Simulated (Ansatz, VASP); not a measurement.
# One calculation of Cl2, two programs

INCAR

```
SYSTEM = Cl
PREC = Accurate
ENCUT = 520
EDIFF = 1E-7
ISMEAR = 0
SIGMA = 0.01
LREAL = .FALSE.
LASPH = .TRUE.
NELM = 100
ALGO = Normal
ISIF = 2
LWAVE = .FALSE.
LCHARG = .FALSE.
GGA = PE
IBRION = 2
NSW = 50
EDIFFG = -0.005
```

Contents of KPOINTS:

```
Automatic mesh
0
G
  1 1 1
  0 0 0
```

Contents of POSCAR:

```
Cl
1.0
   11.0000000000      0.0000000000      0.0000000000
    0.0000000000     11.5000000000      0.0000000000
    0.0000000000      0.0000000000     12.0000000000
Cl
2
Direct
    0.5000000000      0.5000000000      0.4166666667
    0.5000000000      0.5000000000      0.5833333333
```

Input for Ansatz:

```yaml
crystal:
  lattice:
    - [11.0, 0.0, 0.0]
    - [0.0, 11.5, 0.0]
    - [0.0, 0.0, 12.0]
  atoms:
    - { symbol: Cl, position: [0.5, 0.5, 0.4166666667] }
    - { symbol: Cl, position: [0.5, 0.5, 0.5833333333] }
basis:
  ecutwfc: 420
kpoints:
  mp_grid: { grid: [1, 1, 1] }
hamiltonian:
  xc: pbe
scf:
  occupations: { method: gaussian, width: 0.01 }
output:
  forces: true
  stress: false
  eigenvalues: true
relax:
  adjacent_minimum: "off"
  f_tol: 0.005
  max_steps: 30
```

Alike in both runs: task relaxation of the atoms; functional PBE; k mesh 1 × 1 × 1; occupations gaussian, width 0.01 eV; no spin polarisation.

|  | VASP | Ansatz |
| --- | --- | --- |
| version | VASP 6.6.1 | Ansatz 0.2.0 |
| potentials or method | VASP PAW PBE potentials, release 64 (Cl) | scalar-relativistic, plane waves, PAW |
| plane-wave cutoff (eV) | 520 | 420 |
| valence electrons in the cell | 14 | 14 |

```csv
,VASP,Ansatz,Ansatz less VASP
"gap on the k mesh at the Fermi level, each at its own relaxed structure (eV)",3.06,2.95,-0.109
```

A hybrid or GW would open this gap; PBE tends to underestimate it.
